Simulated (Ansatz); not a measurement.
GeTe:
```
CELL_PARAMETERS angstrom
      2.11325     1.22009     3.64703
     -2.11325     1.22009     3.64703
      0.00000    -2.44017     3.64703
ATOMIC_POSITIONS crystal
  Ge 0.23389 0.23389 0.23389
  Te 0.76611 0.76611 0.76611
```

x, y and z are the axes in which the lattice vectors are written.

Question: Give the proper piezoelectric stress tensor with relaxed ions from PBE in the plane-wave PAW code Ansatz.

Answer: In C/m², rows x, y, z, Voigt columns; mesh uncertainty up to 0.03.
```
 0.00   0.00   0.00   0.00  -2.81  -0.29
-0.29   0.29   0.00  -2.81   0.00   0.00
 0.06   0.06  -1.87   0.00   0.00   0.00
```

The elastic tensor of the same run (GPa):

```
 86.8   18.5   18.7  -14.6    0.0    0.0
 18.5   86.8   18.7   14.6    0.0    0.0
 18.7   18.7   36.7    0.0    0.0    0.0
-14.6   14.6    0.0   24.9    0.0    0.0
  0.0    0.0    0.0    0.0   24.9  -14.6
  0.0    0.0    0.0    0.0  -14.6   34.1
```

Question: Convert to strain constants d = e·S.

Answer: In pC/N:
```
   0.0     0.0     0.0     0.0  -157.8   -76.2
 -38.1    38.1     0.0  -157.8     0.0     0.0
  11.7    11.7   -62.8     0.0     0.0     0.0
```

Space group R3m. Symmetry was held in the PBE relaxation; of distortions, only those at the zone centre were tested. Spin–orbit coupling is left out wherever it is not named.

Potentials: the later of the program's two PAW sets.
